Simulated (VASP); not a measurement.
Set up this calculation in VASP 6.6.1, as the native input.

| Quantity | Value |
| --- | --- |
| Task | relaxation of the atoms |
| Functional | r2SCAN |
| Potentials or basis | VASP PAW PBE potentials, release 64 (B, N) |
| Cutoff | 600 eV |
| k mesh | 14 × 14 × 14 |
| Occupations | gaussian, width 0.03 eV |
| Spin | no spin polarisation |
| Further INCAR settings | ALGO = Normal; EDIFF = 1e-07; IBRION = 2; EDIFFG = -0.01; NSW = 40 |

The structure of BN (Qingsongite) lies in POSCAR:

```
BN                                      
1.0
    0.0000000000      1.7822231494      1.7822231494
    1.7822231494      0.0000000000      1.7822231494
    1.7822231494      1.7822231494      0.0000000000
  B               N             
     1     1
Direct
     0.0000000000000000    0.0000000000000000    0.0000000000000000
     0.2500000000000000    0.2500000000000000    0.2500000000000000
```

The cell isn't the ideal one: a relaxed cell with its volume scaled by 0.96.

One way to write it, as run:

INCAR

```
  PREC = Accurate
  ENCUT = 600
  EDIFF = 1E-7
  ISMEAR = 0
  SIGMA = 0.03
  LREAL = False
  LASPH = True
  NELM = 80
  ALGO = Normal
  ISIF = 2
  LWAVE = False
  LCHARG = False
  METAGGA = R2SCAN
  LMIXTAU = True
  IBRION = 2
  NSW = 40
  EDIFFG = -0.01
```

KPOINTS

```
regular mesh
0
Gamma
  14 14 14
```

Potentials or basis: VASP PAW PBE potentials, release 64 (B, N).

Launch:

```bash
$ cat potpaw_PBE.64/B/POTCAR potpaw_PBE.64/N/POTCAR > POTCAR
$ mpirun -np 1 vasp_std > vasp.out
```

Results of the run:

| Item | Value |
| --- | --- |
| Pressure after relaxing | 17.2 GPa |
| Band gap on the k mesh | 5.03 eV, indirect (least direct gap 9.73 eV) |

Caveat: the relaxation stopped at its first step, so nothing moved; the PAW data sets were made with another functional, which shifts forces and pressure a little.

Wall time 39 s on 1 thread of AMD EPYC 9R45 (Zen 5), on a shared host, peak memory 0.09 GiB.
